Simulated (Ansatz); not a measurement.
## Si (Fd-3m), random displacements

Theory: Ansatz 0.2.0, DFT r2SCAN, scalar-relativistic, plane waves, PAW. The runs took a 500 eV cutoff, a Γ-centred 6×6×6 mesh and Gaussian smearing (0.05 eV). No spin polarisation. Energies are free energies at this smearing, counted from the undisturbed cell; pressure is positive in compression.

Reference structure (as given, not relaxed at this level):

```yaml
crystal:
  lattice:
    - [5.43094, 0.00000, 0.00000]
    - [0.00000, -5.43094, 0.00000]
    - [0.00000, 0.00000, -5.43094]
  atoms:
    - { symbol: Si, position: [0.50000, 0.00000, 0.00000] }
    - { symbol: Si, position: [0.00000, 0.50000, 0.00000] }
    - { symbol: Si, position: [0.00000, 0.00000, 0.50000] }
    - { symbol: Si, position: [0.50000, 0.50000, 0.50000] }
    - { symbol: Si, position: [0.75000, 0.75000, 0.75000] }
    - { symbol: Si, position: [0.25000, 0.25000, 0.75000] }
    - { symbol: Si, position: [0.25000, 0.75000, 0.25000] }
    - { symbol: Si, position: [0.75000, 0.25000, 0.25000] }
```

The atoms are displaced (Å, in the unstrained cell):

```csv
atom,ux,uy,uz
Si1,-0.344,-0.067,0.188
Si2,0.145,-0.016,0.188
Si3,0.073,0.003,0.028
Si4,-0.023,-0.162,0.049
Si5,0.282,-0.138,-0.232
Si6,0.108,0.189,0.049
Si7,-0.032,0.016,-0.013
Si8,-0.211,0.176,-0.257
```

The cell is not strained.

Question: What are the energy change, the stress and the forces?

Answer: ΔE = 585.5 meV/atom; stress (xx, yy, zz, yz, xz, xy; compression positive) (4.70, 8.35, 7.68, -8.59, -7.74, 9.05) GPa.
```
atom Fx (eV/Å) Fy Fz
 Si1       7.55   6.42  -8.14
 Si2       0.14   2.61  -2.82
 Si3      -1.04   0.33  -0.10
 Si4       1.95   1.03  -2.21
 Si5      -3.49  -0.97   2.10
 Si6      -4.55  -8.08   6.71
 Si7      -0.59  -0.01   1.78
 Si8       0.04  -1.33   2.68
```

Cost: 1 run of about 2 core-minutes, on Oxide Virtual Turin-like Processor (Zen 5) (shared hosts).